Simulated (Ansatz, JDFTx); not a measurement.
# Sn: 3 runs at one level of theory

The starting cell:

```
Sn
1.0
     0.00000    3.23334    3.23334
     3.23334    0.00000    3.23334
     3.23334    3.23334    0.00000
Sn
2
Direct
  0.75000 0.75000 0.75000
  0.50000 0.50000 0.50000
```

This isn't the form of Sn at room conditions, which is tetragonal (white tin).

Alike in all runs: task relaxation of cell and atoms; functional PBE; dispersion D3(BJ); k mesh 7 × 7 × 7; occupations fermi-dirac, width 0.05 eV; no spin polarisation; no spin-orbit coupling.

```tsv
program and potentials	plane-wave cutoff (eV)	notes	equilibrium volume (Å³/atom)
Ansatz, Ansatz PAW	420	-	35.51
Ansatz, all-electron LAPW, scalar-relativistic	-	-	35.51
JDFTx, PseudoDojo-SR-PBE-0.5-standard	980	-	35.50
```

The equilibrium volume spans 35.50 (JDFTx, PseudoDojo-SR-PBE-0.5-standard) to 35.51 Å³/atom (Ansatz, Ansatz PAW), with all-electron results at 35.51. Relaxations stop with a little pressure left, so the last digit of a volume isn't settled.

Differences between rows come from potentials, basis sets and numerical settings, since the functional is the same but for its coding. Runs on potential files found faulty are left out.

The three relaxations give practically the same volume for diamond-structured grey tin, with the PAW and pseudopotential results matching the all-electron value of 35.51 Å³/atom. The choice between these two sets of potentials and the all-electron treatment therefore has little influence on the equilibrium volume here. The large volume per atom reflects the bonding: each atom forms four directional bonds from sp³ hybrids, leaving an open network that packs much less densely than metallic white tin. The bonds are long and soft because the valence 5s and 5p orbitals are diffuse and overlap less effectively than their counterparts in silicon or germanium.

The common volume is still somewhat larger than the measured one for grey tin. Since the all-electron calculation shows the same excess, the likely cause is the tendency of PBE to underbind heavier semiconductors, which the dispersion attraction probably offsets only in part. The close agreement thus supports the potentials rather than the accuracy of the functional, and a volume for one phase says nothing about the energy balance between grey and white tin.
